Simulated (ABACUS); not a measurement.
KF:

```
K F
1.0
     3.25895    0.00000    0.00000
     0.00000    3.25895    0.00000
     0.00000    0.00000    3.25895
K F
1 1
Cartesian
  0.0000 0.0000 0.0000
  1.6295 1.6295 1.6295
```

The cell comes from a database or a generator and needn't be the stable form of this composition.

- Program: ABACUS 3.10.1
- Task: single point
- Functional: PBE
- Potentials or basis: PseudoDojo NC SR 0.4.1 PBE standard
- Cutoff: 1143 eV
- Density cutoff: 4572 eV
- Basis: plane waves
- k mesh: 8 × 8 × 8
- Occupations: fermi-dirac, width 0.05 eV
- Spin: no spin polarisation

On this cell: pressure -0.1 GPa; largest force zero by symmetry; band gap on the k mesh 6.29 eV, indirect (least direct gap 6.34 eV).

The same run follows on a disturbed copy (atoms moved at random, drawn with an rms of 0.05 Å):

```
K F
1.0
     3.25895    0.00000    0.00000
     0.00000    3.25895    0.00000
     0.00000    0.00000    3.25895
K F
1 1
Cartesian
  -0.0037 0.0297 -0.0339
  1.6465 1.6031 1.5880
```

Task: What changes?

Result: The energy moves by +0.7 meV/atom; pressure 0.0 GPa; largest force 0.044 eV/Å; band gap on the k mesh 6.29 eV, indirect (least direct gap 6.34 eV).

Forces in eV/Å, atoms in the order of the input:
```
K    0.015 -0.040 -0.006
F   -0.015  0.040  0.006
```

A k mesh can miss the band edges.
